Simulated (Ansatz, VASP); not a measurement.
GaSb in VASP and in Ansatz

```xyz
2
Lattice="-2.7162 2.7162 1.5692 2.7162 -2.7162 1.5692 2.7162 2.7162 -1.5692" Properties=species:S:1:pos:R:3 pbc="T T T"
Sb    0.0000    0.0000    0.0000
Ga    0.0000    2.7162    0.7846
```

Change from the starting cell: volume scaled by 0.96.

Alike in both runs: task single point; functional PBE; k mesh 10 × 10 × 10; occupations fermi-dirac, width 0.05 eV; no spin polarisation.

|  | VASP | Ansatz |
| --- | --- | --- |
| version | VASP 6.6.1 | Ansatz 0.2.0 |
| potentials or method | VASP PAW PBE potentials, release 64 (Sb, Ga_d), cutoff 520 eV | all-electron LAPW, scalar-relativistic |

VASP gave:

```
gap on the k mesh at the Fermi level (eV)       : none
pressure (GPa)                                  : 2.6
largest component of the traceless stress (GPa) : 0.84
```

Problem. What did Ansatz give for the same quantities?

Solution. gap on the k mesh at the Fermi level (eV): none; pressure (GPa): 2.5; largest component of the traceless stress (GPa): 0.80.

A gap of «none» marks a metal or a gap that the smearing closes. Ansatz ran all-electron here, so the differences hold the error of VASP's frozen core and of both bases.

The runs have no spin-orbit coupling, so splittings on Sb are missing.
